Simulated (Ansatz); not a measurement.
# ZrSe2: the cost of one run

Method: DFT PBE, scalar-relativistic, plane waves, PAW, in Ansatz 0.2.0.

1 further run of the same task is left out (it didn't finish).

**1. The starting structure**

It takes space group P-3m1 (No. 164, trigonal). The conventional cell has a = 3.798 Å, b = 3.798 Å, c = 6.824 Å, α = 90.00°, β = 90.00°, γ = 120.00°. Around Zr (site symmetry -3m) lie 6 Se at 2.70 Å. Around Se (site symmetry 3m) lie 3 Zr at 2.70 Å.

Coordinates:

```
CELL_PARAMETERS angstrom
3.79843 0.00000 0.00000
-1.89921 3.28953 0.00000
0.00000 0.00000 6.82363
ATOMIC_POSITIONS crystal
Zr 0.00000 0.00000 0.00000
Se 0.33333 0.66667 0.23200
Se 0.66667 0.33333 0.76800
```

It is the end of an earlier relaxation with the same method, from a generated guess; it needn't be the stable form of this composition. At a tolerance of 0.02 Å it has space group P-3m1 (No. 164); it has 28.42 Å³/atom, an uncorrected energy of -1.36 eV/atom over the elements and, on its mesh, gap 0.40 eV.

**2. The cell scaled to 0.97 of its volume**

Contents of input.yaml:

```yaml
crystal:
  lattice:
    - [3.7600563343, 0.0, 0.0]
    - [-1.8800281671, 3.2563043051, 0.0]
    - [0.0, 0.0, 6.754703281]
  atoms:
    - { symbol: Zr, position: [0.0, 0.0, 0.0] }
    - { symbol: Se, position: [0.3333333333, 0.6666666667, 0.2320013271] }
    - { symbol: Se, position: [0.6666666667, 0.3333333333, 0.7679986729] }
basis:
  ecutwfc: 420
kpoints:
  mp_grid: { grid: [12, 12, 6] }
hamiltonian:
  xc: pbe
scf:
  occupations: { method: gaussian, width: 0.02 }
output:
  forces: true
  stress: true
  eigenvalues: true
  write_density: true
  write_potential: true
  elf: true
  volumetric_format: npy
relax:
  adjacent_minimum: "off"
  f_tol: 0.01
  max_steps: 30
  cell: { stress_tol: 0.1, fix: [volume] }
```

Run with:

```console
$ ansatz run input.yaml --threads 1 --pin off --max-ram 2560MiB --backend cpu --events-out ev --progress --plain --runs-dir out
```

Q: Estimate wall time and peak memory on 1 thread of Intel Xeon 6975P-C (Granite Rapids), shared host.

About 36 s, with a peak of 0.55 GiB.
